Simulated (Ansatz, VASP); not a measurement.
Rh: VASP beside Ansatz

INCAR

```
SYSTEM = Rh
  PREC = Accurate
  ENCUT = 520
  EDIFF = 1E-6
  ISMEAR = -1
  SIGMA = 0.08
  LREAL = .False.
  LASPH = .True.
  NELM = 100
  ALGO = Normal
  ISIF = 2
  LWAVE = .False.
  LCHARG = .False.
  GGA = PE
  NBANDS = 14
```

The input KPOINTS:

```
Automatic mesh
0
Gamma
  16 16 16
  0 0 0
```

The input POSCAR:

```
Rh
1.0
    0.0000000000      1.8646231839      1.9776120000
    1.8646231839      0.0000000000      1.9776120000
    1.8646231839      1.8646231839      0.0000000000
Rh
1
Direct
    0.0000000000      0.0000000000      0.0000000000
```

Input for Ansatz:

```yaml
crystal:
  lattice:
    - [0.0, 1.8646231839, 1.977612]
    - [1.8646231839, 0.0, 1.977612]
    - [1.8646231839, 1.8646231839, 0.0]
  atoms:
    - { symbol: Rh, position: [0.0, 0.0, 0.0] }
kpoints:
  mp_grid: { grid: [16, 16, 16] }
scf:
  occupations: { method: fermi_dirac, width: 0.08 }
hamiltonian:
  xc: pbe
  pseudopotentials: { kind: all_electron, lapw: { basis_error: 0.001 } }
output:
  forces: true
  stress: true
  eigenvalues: true
```

Change from the starting cell: z stretched by +4 % at fixed volume.

Alike in both runs: task single point; functional PBE; k mesh 16 × 16 × 16; occupations fermi-dirac, width 0.08 eV; no spin polarisation.

|  | VASP | Ansatz |
| --- | --- | --- |
| version | VASP 6.6.1 | Ansatz 0.2.0 |
| potentials or method | VASP PAW PBE potentials, release 64 (Rh_pv) | all-electron LAPW, scalar-relativistic |
| plane-wave cutoff (eV) | 520 | see its input |

```tsv
	VASP	Ansatz	Ansatz less VASP
pressure (GPa)	6.8	6.5	-0.23
largest component of the traceless stress (GPa)	9.76	9.79	+0.030
```

Ansatz ran all-electron here, so the differences hold the error of VASP's frozen core and of both bases.
